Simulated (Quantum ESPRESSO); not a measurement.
# Mo (Im-3m) in Quantum ESPRESSO: further runs

One crystal, Mo, is run at these levels: PBEsol; tasks: phonons.

Everything below comes from runs of Quantum ESPRESSO 7.5. Logs are shortened: lines on timing, memory, paths and dates and some standing lists are left out, and cuts for length are marked.

### 1 The structure

It takes space group Im-3m (No. 229, cubic). The conventional cell has a = 3.168 Å, b = 3.168 Å, c = 3.168 Å, α = 90.00°, β = 90.00°, γ = 90.00°. Around Mo (site symmetry m-3m) lie 8 Mo at 2.74 Å.

### 2 Phonons, PBEsol, target pressure 50 GPa, at which the enthalpy is minimised

Input file pw.in:

```
&CONTROL
  calculation = 'scf'
  prefix = 'pwscf'
  outdir = './tmp'
  pseudo_dir = './pseudo'
  tprnfor = .true.
  tstress = .true.
  disk_io = 'low'
/
&SYSTEM
  ibrav = 0
  nat = 1
  ntyp = 1
  ecutwfc = 45
  ecutrho = 360
  nbnd = 13
  occupations = 'smearing'
  smearing = 'mv'
  degauss = 0.01469973
/
&ELECTRONS
  conv_thr = 2d-10
  electron_maxstep = 120
  mixing_beta = 0.5
/
ATOMIC_SPECIES
Mo    95.9500 mo_pbesol_v1.uspp.F.UPF
CELL_PARAMETERS angstrom
  -1.5838089719    1.5838089719    1.5838089719
   1.5838089719   -1.5838089719    1.5838089719
   1.5838089719    1.5838089719   -1.5838089719
ATOMIC_POSITIONS angstrom
Mo     0.0000000000    0.0000000000    0.0000000000
K_POINTS automatic
12 12 12 0 0 0
```

Input file relax.in:

```
&CONTROL
  calculation = 'vc-relax'
  prefix = 'pwscf'
  outdir = './tmp'
  pseudo_dir = './pseudo'
  tprnfor = .true.
  tstress = .true.
  disk_io = 'low'
  nstep = 40
  forc_conv_thr = 0.0001
  etot_conv_thr = 1d-06
/
&SYSTEM
  ibrav = 0
  nat = 1
  ntyp = 1
  ecutwfc = 45
  ecutrho = 360
  nbnd = 13
  occupations = 'smearing'
  smearing = 'mv'
  degauss = 0.01469973
/
&ELECTRONS
  conv_thr = 2d-10
  electron_maxstep = 120
  mixing_beta = 0.5
/
&IONS
  ion_dynamics = 'bfgs'
/
&CELL
  cell_dynamics = 'bfgs'
  press = 500
  press_conv_thr = 0.2
/
ATOMIC_SPECIES
Mo    95.9500 mo_pbesol_v1.uspp.F.UPF
CELL_PARAMETERS angstrom
  -1.5838089719    1.5838089719    1.5838089719
   1.5838089719   -1.5838089719    1.5838089719
   1.5838089719    1.5838089719   -1.5838089719
ATOMIC_POSITIONS angstrom
Mo     0.0000000000    0.0000000000    0.0000000000
K_POINTS automatic
12 12 12 0 0 0
```

Input file scf2.in:

```
&CONTROL
  calculation = 'scf'
  prefix = 'pwscf'
  outdir = './tmp'
  pseudo_dir = './pseudo'
  tprnfor = .true.
  tstress = .true.
  disk_io = 'low'
/
&SYSTEM
  ibrav = 0
  nat = 1
  ntyp = 1
  ecutwfc = 45
  ecutrho = 360
  nbnd = 13
  occupations = 'smearing'
  smearing = 'mv'
  degauss = 0.01469973
/
&ELECTRONS
  conv_thr = 1d-13
  electron_maxstep = 120
  mixing_beta = 0.5
  startingpot = 'file'
  startingwfc = 'file'
/
ATOMIC_SPECIES
Mo    95.9500 mo_pbesol_v1.uspp.F.UPF
CELL_PARAMETERS angstrom
  -1.4950602712    1.4950602712    1.4950602712
   1.4950602712   -1.4950602712    1.4950602712
   1.4950602712    1.4950602712   -1.4950602712
ATOMIC_POSITIONS angstrom
Mo     0.0000000000    0.0000000000    0.0000000000
K_POINTS automatic
12 12 12 0 0 0
```

Input file ph.in:

```
phonons of Mo
&INPUTPH
  prefix = 'pwscf'
  outdir = './tmp'
  tr2_ph = 1d-18
  fildyn = 'dyn'
  niter_ph = 90
  alpha_mix(1) = 0.4
/
0.0000000000 0.8660254038 0.0000000000
```

Potentials or basis: GBRV 1.5 PBEsol.

On the command line:

```console
> OMP_NUM_THREADS=1 mpirun -n 4 pw.x -nk 4 -in pw.in > pw.out
> OMP_NUM_THREADS=1 mpirun -n 4 pw.x -nk 4 -in relax.in > relax.out
> OMP_NUM_THREADS=1 mpirun -n 4 pw.x -nk 4 -in scf2.in > scf2.out
> OMP_NUM_THREADS=1 mpirun -n 4 ph.x -nk 4 -in ph.in > ph.out
```

pw.out:

```text
This program is part of the open-source Quantum ESPRESSO suite
     for quantum simulation of materials; please cite
[... 6 lines left out ...]
     using ibrav=0 with symmetry is DISCOURAGED, use correct ibrav instead

     K-points division:     npool     =       4
     Subspace diagonalization in iterative solution of the eigenvalue problem:
     a serial algorithm will be used

     G-vector sticks info
     --------------------
     sticks:   dense  smooth     PW     G-vecs:    dense   smooth      PW
     Sum         727     363    139                12479     4321    1061

     Using Slab Decomposition

     bravais-lattice index     =            0
     lattice parameter (alat)  =       5.1840  a.u.
     unit-cell volume          =     107.2420 (a.u.)^3
     number of atoms/cell      =            1
     number of atomic types    =            1
     number of electrons       =        14.00
     number of Kohn-Sham states=           13
     kinetic-energy cutoff     =      45.0000  Ry
     charge density cutoff     =     360.0000  Ry
     scf convergence threshold =      2.0E-10
     mixing beta               =       0.5000
     number of iterations used =            8  plain     mixing
     Exchange-correlation= SLA  PW   PSX  PSC
                           (   1   4  10   8   0   0   0)

     celldm(1)=   5.183968  celldm(2)=   0.000000  celldm(3)=   0.000000
     celldm(4)=   0.000000  celldm(5)=   0.000000  celldm(6)=   0.000000

     crystal axes: (cart. coord. in units of alat)
               a(1) = (  -0.577350   0.577350   0.577350 )
               a(2) = (   0.577350  -0.577350   0.577350 )
               a(3) = (   0.577350   0.577350  -0.577350 )

     reciprocal axes: (cart. coord. in units 2 pi/alat)
               b(1) = ( -0.000000  0.866025  0.866025 )
               b(2) = (  0.866025 -0.000000  0.866025 )
               b(3) = (  0.866025  0.866025  0.000000 )

     PseudoPot. # 1 for Mo read from file:
     mo_pbesol_v1.uspp.F.UPF
     Pseudo is Ultrasoft + core correction, Zval = 14.0
     Generated by new atomic code, or converted to UPF format
     Using radial grid of  889 points,  6 beta functions with:
                l(1) =   0
                l(2) =   0
                l(3) =   1
                l(4) =   1
                l(5) =   2
                l(6) =   2
     Q(r) pseudized with  6 coefficients,  rinner =    1.000   1.000   1.000
                                                       1.000   1.000

     atomic species   valence    mass     pseudopotential
     Mo               14.00    95.95000     Mo( 1.00)

     48 Sym. Ops., with inversion, found

   Cartesian axes

     site n.     atom                  positions (alat units)
         1        Mo     tau(   1) = (   0.0000000   0.0000000   0.0000000  )

     number of k points=    72  Marzari-Vanderbilt smearing, width (Ry)=  0.0147
                       cart. coord. in units 2pi/alat
        k(    1) = (   0.0000000   0.0000000   0.0000000), wk =   0.0011574
        k(    2) = (   0.0721688   0.0721688   0.0000000), wk =   0.0138889
        k(    3) = (   0.1443376   0.1443376   0.0000000), wk =   0.0138889
        k(    4) = (   0.2165064   0.2165064   0.0000000), wk =   0.0138889
        k(    5) = (   0.2886751   0.2886751   0.0000000), wk =   0.0138889
        k(    6) = (   0.3608439   0.3608439   0.0000000), wk =   0.0138889
[... 64 lines left out ...]
        k(   71) = (  -0.8660254  -0.0721688  -0.0721688), wk =   0.0138889
        k(   72) = (  -0.8660254  -0.8660254  -0.8660254), wk =   0.0011574

     Dense  grid:    12479 G-vectors     FFT dimensions: (  32,  32,  32)

     Smooth grid:     4321 G-vectors     FFT dimensions: (  24,  24,  24)

     Initial potential from superposition of free atoms

     starting charge      13.9990, renormalised to      14.0000
     Starting wfcs are   13 randomized atomic wfcs

     Self-consistent Calculation

     iteration #  1     ecut=    45.00 Ry     beta= 0.50
     Davidson diagonalization with overlap
     ethr =  1.00E-02,  avg # of iterations =  4.0

     Threshold (ethr) on eigenvalues was too large:
     Diagonalizing with lowered threshold

     Davidson diagonalization with overlap
     ethr =  2.93E-04,  avg # of iterations =  1.6

     total energy              =    -139.33292152 Ry
     estimated scf accuracy    <       0.04166955 Ry

     iteration #  2     ecut=    45.00 Ry     beta= 0.50
     Davidson diagonalization with overlap
     ethr =  2.98E-04,  avg # of iterations =  2.0

     negative rho (up, down):  5.117E-06 0.000E+00

     total energy              =    -139.33979288 Ry
     estimated scf accuracy    <       0.00137995 Ry

     iteration #  3     ecut=    45.00 Ry     beta= 0.50
     Davidson diagonalization with overlap
     ethr =  9.86E-06,  avg # of iterations =  2.4

     negative rho (up, down):  8.517E-06 0.000E+00

     total energy              =    -139.33984703 Ry
     estimated scf accuracy    <       0.00024898 Ry

     iteration #  4     ecut=    45.00 Ry     beta= 0.50
     Davidson diagonalization with overlap
     ethr =  1.78E-06,  avg # of iterations =  1.3

     negative rho (up, down):  8.244E-06 0.000E+00

     total energy              =    -139.33985378 Ry
     estimated scf accuracy    <       0.00000212 Ry

     iteration #  5     ecut=    45.00 Ry     beta= 0.50
     Davidson diagonalization with overlap
     ethr =  1.51E-08,  avg # of iterations =  3.1

     negative rho (up, down):  7.812E-06 0.000E+00

     total energy              =    -139.33985551 Ry
     estimated scf accuracy    <       0.00000030 Ry

     iteration #  6     ecut=    45.00 Ry     beta= 0.50
     Davidson diagonalization with overlap
     ethr =  2.17E-09,  avg # of iterations =  2.0

     negative rho (up, down):  7.632E-06 0.000E+00

     total energy              =    -139.33985554 Ry
     estimated scf accuracy    <       0.00000002 Ry

     iteration #  7     ecut=    45.00 Ry     beta= 0.50
     Davidson diagonalization with overlap
     ethr =  1.33E-10,  avg # of iterations =  2.0

     negative rho (up, down):  7.597E-06 0.000E+00

     total energy              =    -139.33985555 Ry
     estimated scf accuracy    <          5.4E-10 Ry

     iteration #  8     ecut=    45.00 Ry     beta= 0.50
     Davidson diagonalization with overlap
     ethr =  3.89E-12,  avg # of iterations =  2.3

     negative rho (up, down):  7.593E-06 0.000E+00

     End of self-consistent calculation

          k = 0.0000 0.0000 0.0000 (   555 PWs)   bands (ev):

   -40.3788 -13.6925 -13.6925 -13.6925  13.6166  19.5080  19.5080  19.5080
    22.4527  22.4527  35.5454  35.5454  35.5454

          k = 0.0722 0.0722 0.0000 (   553 PWs)   bands (ev):

   -40.3624 -13.7881 -13.7221 -13.6932  13.9154  19.3414  19.4761  19.7897
    22.2217  22.4585  35.7573  36.0481  36.1026

          k = 0.1443 0.1443 0.0000 (   563 PWs)   bands (ev):

   -40.3176 -14.0443 -13.8023 -13.6950  14.7072  18.9174  19.3255  20.6083
    21.8980  22.4979  36.0477  37.0846  37.4663

          k = 0.2165 0.2165 0.0000 (   555 PWs)   bands (ev):

   -40.2558 -14.3833 -13.9098 -13.6977  15.5798  18.3987  19.2847  21.8784
    21.9410  22.6107  35.4978  36.7640  39.5894

          k = 0.2887 0.2887 0.0000 (   549 PWs)   bands (ev):

   -40.1933 -14.7113 -14.0155 -13.7003  15.8606  17.9337  20.0914  22.2586
    22.8013  23.4199  34.2126  34.9531  41.3787

          k = 0.3608 0.3608 0.0000 (   541 PWs)   bands (ev):

   -40.1470 -14.9450 -14.0916 -13.7023  15.6964  17.6204  21.4755  22.5483
    23.0023  24.8572  33.0444  33.1154  38.8678

          k =-0.4330-0.4330 0.0000 (   546 PWs)   bands (ev):

   -40.1300 -15.0294 -14.1193 -13.7032  15.5929  17.5106  22.3686  22.4801
    23.0920  25.4993  32.1896  32.6990  37.8603

          k = 0.1443 0.0722 0.0722 (   557 PWs)   bands (ev):

   -40.3319 -13.9643 -13.7547 -13.7164  14.4688  19.1318  19.2447  20.3962
    21.8861  22.5401  36.1635  36.7862  36.9312

          k = 0.2165 0.1443 0.0722 (   554 PWs)   bands (ev):

   -40.2785 -14.2500 -13.8512 -13.7277  15.3700  18.6739  19.0006  21.5088
    21.6987  22.7032  36.2522  37.1000  38.2055

          k = 0.2887 0.2165 0.0722 (   550 PWs)   bands (ev):

   -40.2163 -14.5658 -13.9733 -13.7328  16.0274  18.1786  19.2216  21.8747
    22.8671  23.0620  35.0527  36.0038  40.1170

          k = 0.3608 0.2887 0.0722 (   549 PWs)   bands (ev):

   -40.1618 -14.8308 -14.0790 -13.7365  16.0056  17.8016  20.2741  22.2701
    23.1033  24.6712  33.5934  34.1705  39.1704

          k = 0.4330 0.3608 0.0722 (   542 PWs)   bands (ev):

   -40.1301 -14.9807 -14.1395 -13.7385  15.8252  17.6011  21.2859  22.4176
    23.4563  25.8742  32.2291  33.1751  37.6635

          k = 0.2887 0.1443 0.1443 (   552 PWs)   bands (ev):

   -40.2247 -14.4955 -13.9465 -13.7742  16.2100  18.4063  18.6149  21.6104
    22.8761  23.1276  35.7557  36.5313  38.9270

          k = 0.3608 0.2165 0.1443 (   548 PWs)   bands (ev):

   -40.1704 -14.7148 -14.0870 -13.7956  16.5851  18.0121  19.0355  21.8668
    23.1521  24.8578  34.1689  35.4677  38.6245
[... 243 lines left out ...]
   -40.0431 -14.8260 -14.3726 -14.1720  16.5367  17.5516  20.0836  21.1349
    25.1133  28.1927  31.3161  34.5883  37.8091

          k =-0.7939-0.1443-0.2165 (   541 PWs)   bands (ev):

   -40.0270 -14.7444 -14.4931 -14.2238  16.5728  17.0053  20.2513  22.2309
    24.4387  28.5973  31.7673  33.4286  38.9766

          k =-0.7217-0.1443-0.1443 (   541 PWs)   bands (ev):

   -40.0158 -14.6515 -14.6515 -14.2231  16.6620  16.6620  20.1402  23.6434
    23.6434  31.0262  31.0262  31.0704  40.1415

          k =-0.0000-0.0000 0.5774 (   534 PWs)   bands (ev):

   -40.0482 -14.5732 -14.3788 -14.3788  16.7539  17.0042  21.5286  21.5286
    23.0708  25.7537  35.4791  35.4791  36.9851

          k = 0.0000-0.0722 0.6495 (   538 PWs)   bands (ev):

   -40.0123 -14.6688 -14.4642 -14.4054  16.2930  16.6057  21.8522  22.1459
    24.2012  27.3472  32.9335  33.6004  38.5250

          k =-0.8660-0.1443-0.1443 (   540 PWs)   bands (ev):

   -39.9991 -14.7216 -14.4952 -14.3965  16.1421  16.4366  21.8553  22.3143
    24.9304  29.1722  30.7645  32.7017  39.6150

          k =-0.7939-0.0722-0.1443 (   535 PWs)   bands (ev):

   -39.9889 -14.6676 -14.5785 -14.4220  16.0350  16.1788  22.0012  23.4700
    24.4635  29.1482  31.4261  31.5793  39.9629

          k = 0.0000 0.0000 0.7217 (   534 PWs)   bands (ev):

   -39.9790 -14.6161 -14.5516 -14.5516  15.8203  15.9958  23.4037  23.4037
    24.2606  28.2440  31.7300  31.7300  39.5237

          k =-0.8660-0.0722-0.0722 (   526 PWs)   bands (ev):

   -39.9667 -14.6438 -14.5832 -14.5572  15.6823  15.7391  23.7217  23.9168
    24.8005  29.6109  30.1159  30.7743  40.5515

          k =-0.8660-0.8660-0.8660 (   490 PWs)   bands (ev):

   -39.9546 -14.6149 -14.6149 -14.6149  15.5016  15.5016  24.7539  24.7539
    24.7539  29.7199  29.7199  29.7199  40.0473

     the Fermi energy is    20.7548 ev

!    total energy              =    -139.33985555 Ry
     estimated scf accuracy    <          1.8E-11 Ry
     smearing contrib. (-TS)   =       0.00028428 Ry
     internal energy E=F+TS    =    -139.34013982 Ry

     The total energy is F=E-TS. E is the sum of the following terms:
     one-electron contribution =     -18.86858392 Ry
     hartree contribution      =      17.88503254 Ry
     xc contribution           =     -19.19553733 Ry
     ewald contribution        =    -119.16105111 Ry

     convergence has been achieved in   8 iterations

     negative rho (up, down):  7.593E-06 0.000E+00

     Forces acting on atoms (cartesian axes, Ry/au):

     atom    1 type  1   force =     0.00000000    0.00000000    0.00000000

     Total force =     0.000000     Total SCF correction =     0.000000

     Computing stress (Cartesian axis) and pressure

     negative rho (up, down):  7.593E-06 0.000E+00
          total   stress  (Ry/bohr**3)                   (kbar)     P=     -103.84
  -0.00070586  -0.00000000  -0.00000000         -103.84       -0.00       -0.00
  -0.00000000  -0.00070586  -0.00000000           -0.00     -103.84       -0.00
  -0.00000000  -0.00000000  -0.00070586           -0.00       -0.00     -103.84

=------------------------------------------------------------------------------=
   JOB DONE.
=------------------------------------------------------------------------------=
```

Run time: 42 s. Hardware: 4 MPI ranks of Intel Xeon Platinum 8375C at 2.90GHz (Ice Lake), shared host; peak memory 0.36 GiB.

Results:

```yaml
Free_energy: -1895.5621 eV
Relaxed_volume: 13.37 Å³/atom
Relaxed_cell: a = 2.590 Å, b = 2.590 Å, c = 2.590 Å, α = 109.47°, β = 109.47°, γ = 109.47°
Space_group_after_relaxing_to_0.05_Å: Im-3m (No. 229)
Pressure_after_relaxing: 49.8 GPa
Band_gap_on_the_k_mesh: none (metal or under the smearing width)
Highest_phonon_frequency_at_the_q_point_run: 266 cm⁻¹
```

The path:
| step | energy change (eV) | largest force (eV/Å) | pressure (GPa) | volume (Å³) |
| --- | --- | --- | --- | --- |
| 1 | 0.0000 | 0.0000 | -10.38 | 15.89 |
| 2 | 1.3216 | 0.0000 | 142.23 | 11.48 |
| 3 | 0.1311 | 0.0000 | 35.75 | 13.80 |
| 4 | 0.2249 | 0.0000 | 47.59 | 13.44 |
| 5 | 0.2467 | 0.0000 | 50.11 | 13.36 |
| 6 | 0.2458 | 0.0000 | 50.00 | 13.37 |

Final structure:
```cif
data_structure
_symmetry_space_group_name_H-M 'P 1'
_symmetry_Int_Tables_number 1
_cell_length_a 2.5895
_cell_length_b 2.5895
_cell_length_c 2.5895
_cell_angle_alpha 109.471
_cell_angle_beta 109.471
_cell_angle_gamma 109.471
_cell_volume 13.37
loop_
_atom_site_label
_atom_site_type_symbol
_atom_site_fract_x
_atom_site_fract_y
_atom_site_fract_z
_atom_site_occupancy
Mo1 Mo 0.00000 0.00000 0.00000 1
```

Levels at points of the mesh, in eV from the Fermi level:
| k point | band 3 | band 4 | band 5 | band 6 | band 7 | band 8 | band 9 | band 10 | band 11 | band 12 |
| --- | --- | --- | --- | --- | --- | --- | --- | --- | --- | --- |
| (0.00, 0.00, 0.00) | -34.08 | -34.08 | -7.65 | -1.66 | -1.66 | -1.66 | 1.98 | 1.98 | 14.95 | 14.95 |
| (0.00, 0.00, -0.50) | -34.78 | -34.11 | -6.30 | -4.18 | 2.13 | 2.41 | 2.90 | 6.03 | 12.22 | 14.30 |
| (-0.50, -0.50, -0.50) | -35.61 | -35.61 | -6.74 | -6.74 | 5.03 | 5.03 | 5.03 | 10.40 | 10.40 | 10.40 |

Phonon frequencies in cm⁻¹ (negative: imaginary):
| q point | frequencies |
| --- | --- |
| (0.500, -0.500, 0.500) | 266 266 266 |

Phonon modes at q = (0.500, -0.500, 0.500) in reciprocal lattice units:
```csv
mode,symmetry,cm⁻¹
1,T_1u,266
2,T_1u,266
3,T_1u,266
```

Caveat: the volume moved by over 15 % at a fixed basis, so the end points are rough; the cell is more than 3 GPa from zero pressure, which shifts response properties.

(Part 1 of 2 ends here.)
